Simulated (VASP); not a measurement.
# CuI (F-43m) in VASP: single point with HSE06

Aim: the single point of CuI with HSE06.

Everything below comes from runs of VASP 6.6.1. Logs are shortened: lines on timing, memory, paths and dates and some standing lists are left out, and cuts for length are marked.

**1. The crystal as given**

Symmetry: F-43m, No. 216, cubic system. The conventional cell has a = 6.058 Å, b = 6.058 Å, c = 6.058 Å, α = 90.00°, β = 90.00°, γ = 90.00°. Cu (site symmetry -43m) has 4 I at 2.62 Å as nearest neighbours. I (site symmetry -43m) is surrounded by 4 Cu at 2.62 Å.

**2. Single point, HSE06**

POSCAR

```
CuI
1.0
    0.0000000000      3.0290000000      3.0290000000
    3.0290000000      0.0000000000      3.0290000000
    3.0290000000      3.0290000000      0.0000000000
Cu I
1 1
Direct
    0.2500000000      0.2500000000      0.2500000000
    0.0000000000      0.0000000000      0.0000000000
```

INCAR.step1

```
SYSTEM = CuI
PREC = Accurate
ENCUT = 520
EDIFF = 1E-5
ISMEAR = -1
SIGMA = 0.02
LREAL = .False.
LASPH = .True.
NELM = 60
ALGO = Normal
ISIF = 2
LWAVE = .True.
LCHARG = .False.
GGA = PE
```

INCAR.step2

```
SYSTEM = CuI
PREC = Accurate
ENCUT = 520
EDIFF = 1E-6
ISMEAR = -1
SIGMA = 0.02
LREAL = .False.
LASPH = .True.
NELM = 60
ALGO = Normal
ISIF = 2
LWAVE = .False.
LCHARG = .False.
GGA = PE
LHFCALC = .True.
HFSCREEN = 0.2
PRECFOCK = Fast
ISTART = 1
```

KPOINTS

```
Automatic mesh
0
Gamma
  6 6 6
  0 0 0
```

Potentials or basis: VASP PAW PBE potentials, release 64 (Cu, I).

Run with:

```bash
cat potpaw_PBE.64/Cu/POTCAR potpaw_PBE.64/I/POTCAR > POTCAR
cp INCAR.step1 INCAR
mpirun -np 1 vasp_std > vasp.out
cp INCAR.step2 INCAR
mpirun -np 1 vasp_std > vasp.out
```

OUTCAR:

```text
SYSTEM = CuI
   PREC = Accurate
   ENCUT = 520
   EDIFF = 1E-6
   ISMEAR = -1
   LREAL = .False.
   LASPH = .True.
   NELM = 60
   ISIF = 2
   GGA = PE
   LHFCALC = .True.
   HFSCREEN = 0.2
   PRECFOCK = Fast
   ISTART = 1

 ion  position               nearest neighbor table
   1  0.250  0.250  0.250-   2 2.62   2 2.62   2 2.62   2 2.62
   2  0.000  0.000  0.000-   1 2.62   1 2.62   1 2.62   1 2.62

  LATTYP: Found a face centered cubic cell.
 ALAT       =     6.0580000000

  Lattice vectors:

 A1 = (   0.0000000000,   3.0290000000,   3.0290000000)
 A2 = (   3.0290000000,   0.0000000000,   3.0290000000)
 A3 = (   3.0290000000,   3.0290000000,   0.0000000000)

Analysis of symmetry for initial positions (statically):
=====================================================================
 Subroutine PRICEL returns:
 Original cell was already a primitive cell.

 Routine SETGRP: Setting up the symmetry group for a
 face centered cubic supercell.

 Subroutine GETGRP returns: Found 24 space group operations
 (whereof 24 operations were pure point group operations)
 out of a pool of 48 trial point group operations.

The static configuration has the point symmetry T_d .

Analysis of symmetry for dynamics (positions and initial velocities):
=====================================================================
 Subroutine PRICEL returns:
 Original cell was already a primitive cell.

 Routine SETGRP: Setting up the symmetry group for a
 face centered cubic supercell.

 Subroutine GETGRP returns: Found 24 space group operations
 (whereof 24 operations were pure point group operations)
 out of a pool of 48 trial point group operations.

The dynamic configuration has the point symmetry T_d .

 Subroutine INISYM returns: Found 24 space group operations
 (whereof 24 operations are pure point group operations),
 and found     1 'primitive' translations

----------------------------------------------------------------------------------------

                                     Primitive cell

  volume of cell :      55.5812

  direct lattice vectors                    reciprocal lattice vectors
     0.000000000  3.029000000  3.029000000    -0.165070981  0.165070981  0.165070981
     3.029000000  0.000000000  3.029000000     0.165070981 -0.165070981  0.165070981
     3.029000000  3.029000000  0.000000000     0.165070981  0.165070981 -0.165070981

  length of vectors
     4.283652880  4.283652880  4.283652880     0.285911325  0.285911325  0.285911325

  position of ions in fractional coordinates (direct lattice)
     0.250000000  0.250000000  0.250000000
     0.000000000  0.000000000  0.000000000

  ion indices of the primitive-cell ions
   primitive index   ion index
                 1           1
                 2           2

----------------------------------------------------------------------------------------

 KPOINTS: Automatic mesh

Automatic generation of k-mesh.
 Grid dimensions read from file:
 generate k-points for:    6    6    6

 Generating k-lattice:

  Cartesian coordinates                     Fractional coordinates (reciprocal lattice)
    -0.027511830  0.027511830  0.027511830     0.166666667  0.000000000  0.000000000
     0.027511830 -0.027511830  0.027511830     0.000000000  0.166666667  0.000000000
     0.027511830  0.027511830 -0.027511830     0.000000000  0.000000000  0.166666667

  Length of vectors
     0.047651888  0.047651888  0.047651888

  Shift w.r.t. Gamma in fractional coordinates (k-lattice)
     0.000000000  0.000000000  0.000000000

 Subroutine IBZKPT returns following result:
 ===========================================

 Found     16 irreducible k-points:

 Following reciprocal coordinates:
            Coordinates               Weight
  0.000000  0.000000  0.000000      1.000000
  0.166667  0.000000  0.000000      8.000000
  0.333333  0.000000  0.000000      8.000000
  0.500000  0.000000  0.000000      4.000000
  0.166667  0.166667  0.000000      6.000000
  0.333333  0.166667  0.000000     24.000000
[... 8 lines left out ...]
 -0.333333  0.333333  0.166667     24.000000
 -0.333333  0.500000  0.166667     12.000000
   k-points           NKPTS =     16   k-points in BZ     NKDIM =    216   number of bands    NBANDS=     13
   number of dos      NEDOS =    301   number of ions     NIONS =      2
   total plane-waves  NPLWV =  32768
   dimension x,y,z NGX =    32 NGY =   32 NGZ =   32
   dimension x,y,z NGXF=    64 NGYF=   64 NGZF=   64
   ions per type =               1   1
   NGX,Y,Z   is equivalent  to a cutoff of  12.42, 12.42, 12.42 a.u.
   NGXF,Y,Z  is equivalent  to a cutoff of  24.84, 24.84, 24.84 a.u.
 SYSTEM =  CuI
   PREC   = accura    normal or accurate (medium, high low for compatibility)
   ISTART =      1    job   : 0-new  1-cont  2-samecut
   ICHARG =      0    charge: 1-file 2-atom 10-const
   ISPIN  =      1    spin polarized calculation?
   LNONCOLLINEAR =      F non collinear calculations
   LSORBIT =      F    spin-orbit coupling
   LASPH  =      T    aspherical Exc in radial PAW
   ENCUT  =  520.0 eV  38.22 Ry    6.18 a.u.   7.96  7.96  7.96*2*pi/ulx,y,z
   NELM   =     60;   NELMIN=  2; NELMDL=  0     # of ELM steps
   EDIFF  = 0.1E-05   stopping-criterion for ELM
   LREAL  =      F    real-space projection
   EDIFFG = 0.1E-04   stopping-criterion for IOM
   NSW    =      0    number of steps for IOM
   IBRION =     -1    ionic relax: 0-MD 1-quasi-New 2-CG
   NFREE  =      0    steps in history (QN), initial steepest desc. (CG)
   ISIF   =      2    stress and relaxation
   ISYM   =      3    0-nonsym 1-usesym 2-fastsym
   POTIM  = 0.5000    time-step for ionic-motion
   TEBEG  =    0.0;   TEEND  =   0.0 temperature during run
   PSTRESS=    0.0 pullay stress
   NELECT =      18.0000    total number of electrons
   NUPDOWN=      -1.0000    fix difference up-down
   EMIN   =  10.00;   EMAX   =-10.00  energy-range for DOS
   EFERMI =   0.00;   METHOD = LEGACY
   ISMEAR =    -1;   SIGMA  =   0.02  broadening in eV -4-tet -1-fermi 0-gaus
   EFERMI_NEDOS =   21; number of points for ismear=-14 and -15
   IALGO  =     38    algorithm
   IMIX   =      1    mixing-type and parameters
     AMIX     =   0.40;   BMIX     =  1.00
     AMIX_MAG =   1.60;   BMIX_MAG =  1.00
  volume/ion in A,a.u.               =      27.79       187.54
  Fermi-wavevector in a.u.,A,eV,Ry     =   1.124233  2.124493 17.196406  1.263900
  Thomas-Fermi vector in A             =   2.260904
   LORBIT       =      0    0 simple, 1 ext, 2 COOP (PROOUT), +10 PAW based schemes
   GGA     = PE    functional components
   LHFCALC =     T    Hartree Fock is set to
   PRECFOCK=fast      Normal, Fast or Accurate (Low or Medium for compatibility)
   ENCUT4O =  -1.0   cutoff for four orbital integrals eV
   NKREDX  =     1    reduce k-point grid by
   NKREDY  =     1    reduce k-point grid by
   NKREDZ  =     1    reduce k-point grid by
   AEXX    =    0.2500 exact exchange contribution
   HFSCREEN=    0.2000 screening length (either q_TF or 0.3 A-1)
   HFSCREENC=   0.2000 screening length for correlation (either q_TF or 0.3 A-1)
   ENCUTFOCK=  -1.0 apply spherical cutoff to Coloumb kernel
   IVDW    =     0    specifies the selected vdW correction
   LEPSILON=     F    determine dielectric tensor
   LRPA    =     F    only Hartree local field effects (RPA)
 non-spin polarized calculation
  energy-cutoff  :      520.00
  volume of cell :       55.58
 maximum number of plane-waves:      1524
  NGX = 18; NGY = 18; NGZ = 18

 number of electron      18.0000015 magnetization

 Free energy of the ion-electron system (eV)
  ---------------------------------------------------
  ext. energy  EPLUGINS =         0.00000000
  ---------------------------------------------------
  free energy    TOTEN  =        -6.47658160 eV

  energy without entropy =       -6.47658160  energy(sigma->0) =       -6.47658160

 E-fermi :   3.9399     XC(G=0):  -7.4129

 val. band max:        3.4920734701   @ k =   0.0000   0.0000   0.0000
 cond. band min:       6.0955221045   @ k =   0.0000   0.0000   0.0000
 fundamental gap:      2.6034486343
 Fermi energy:         3.9398811519

 k-point     1 :       0.0000    0.0000    0.0000
  band No.  band energies     occupation
      1     -11.2731      2.00000
      2      -0.5105      2.00000
      3      -0.5105      2.00000
      4      -0.5105      2.00000
      5       0.9960      2.00000
      6       0.9960      2.00000
      7       3.4921      2.00000
      8       3.4921      2.00000
      9       3.4921      2.00000
     10       6.0955      0.00000
     11       9.8087      0.00000
     12       9.8087      0.00000
     13       9.8087      0.00000

 k-point     2 :       0.1667    0.0000    0.0000
  band No.  band energies     occupation
      1     -11.1334      2.00000
      2      -0.8411      2.00000
      3      -0.4803      2.00000
      4      -0.4803      2.00000
      5       0.9875      2.00000
      6       0.9875      2.00000
      7       2.4399      2.00000
      8       3.2660      2.00000
      9       3.2660      2.00000
     10       7.0220      0.00000
     11       9.7920      0.00000
     12      10.1787      0.00000
     13      10.1787      0.00000

 k-point     3 :       0.3333    0.0000    0.0000
  band No.  band energies     occupation
      1     -10.8265      2.00000
      2      -1.6245      2.00000
      3      -0.4262      2.00000
      4      -0.4262      2.00000
      5       0.9965      2.00000
      6       0.9965      2.00000
      7       1.3959      2.00000
      8       2.8531      2.00000
      9       2.8531      2.00000
     10       7.2114      0.00000
     11      10.4138      0.00000
     12      10.4138      0.00000
     13      11.4031      0.00000
[... 177 lines left out ...]
 k-point    15 :      -0.3333    0.3333    0.1667
  band No.  band energies     occupation
      1     -10.4985      2.00000
      2      -1.6140      2.00000
      3      -1.0038      2.00000
      4      -0.3473      2.00000
      5       0.9021      2.00000
      6       1.0114      2.00000
      7       1.1761      2.00000
      8       1.5421      2.00000
      9       2.0132      2.00000
     10       8.9975      0.00000
     11       9.4665      0.00000
     12      10.9845      0.00000
     13      12.4671      0.00000

 k-point    16 :      -0.3333    0.5000    0.1667
  band No.  band energies     occupation
      1     -10.4440      2.00000
      2      -1.7583      2.00000
      3      -0.8216      2.00000
      4      -0.3245      2.00000
      5       0.9557      2.00000
      6       1.0510      2.00000
      7       1.1097      2.00000
      8       1.3312      2.00000
      9       1.7557      2.00000
     10       8.5980      0.00000
     11       8.9181      0.00000
     12      12.1390      0.00000
     13      12.1521      0.00000

------------------------ aborting loop because EDIFF is reached ----------------------------------------

  FORCE on cell =-STRESS in cart. coord.  units (eV):
  Direction    XX          YY          ZZ          XY          YZ          ZX
  --------------------------------------------------------------------------------------
  -------------------------------------------------------------------------------------
  Total        0.1556991      0.1556991      0.1556991      0.0000000      0.0000000     -0.0000000
  in kB        4.4881647      4.4881647      4.4881647      0.0000000      0.0000000     -0.0000000
  external PRESSURE =       4.4881647 kB  Pullay stress =       0.0000000 kB

 VOLUME and BASIS-vectors are now :
 -----------------------------------------------------------------------------
  energy-cutoff  :      520.00
  volume of cell :       55.58
      direct lattice vectors                 reciprocal lattice vectors
     0.000000000  3.029000000  3.029000000    -0.165070981  0.165070981  0.165070981
     3.029000000  0.000000000  3.029000000     0.165070981 -0.165070981  0.165070981
     3.029000000  3.029000000  0.000000000     0.165070981  0.165070981 -0.165070981

 POSITION                                       TOTAL-FORCE (eV/Angst)
 -----------------------------------------------------------------------------------
      1.51450      1.51450      1.51450        -0.000000      0.000000      0.000000
      0.00000      0.00000      0.00000         0.000000     -0.000000     -0.000000
 -----------------------------------------------------------------------------------
    total drift:                               -0.000037     -0.000032     -0.000029

  FREE ENERGIE OF THE ION-ELECTRON SYSTEM (eV)
  ---------------------------------------------------
  free  energy   TOTEN  =        -6.4765816047 eV

  energy  without entropy=       -6.4765816047  energy(sigma->0) =       -6.47658160
```

It took 11 min on 1 thread of Intel Xeon 6975P-C (Granite Rapids), shared host; peak memory 0.3 GiB.

What came out:

```yaml
Free_energy: -6.4766 eV
Pressure: 0.4 GPa
Band_gap_on_the_k_mesh: 2.60 eV, direct
```

Caveat: the PAW data sets were made with another functional, which shifts forces and pressure a little; spin-orbit coupling is left out, which moves the levels of the heavy elements.
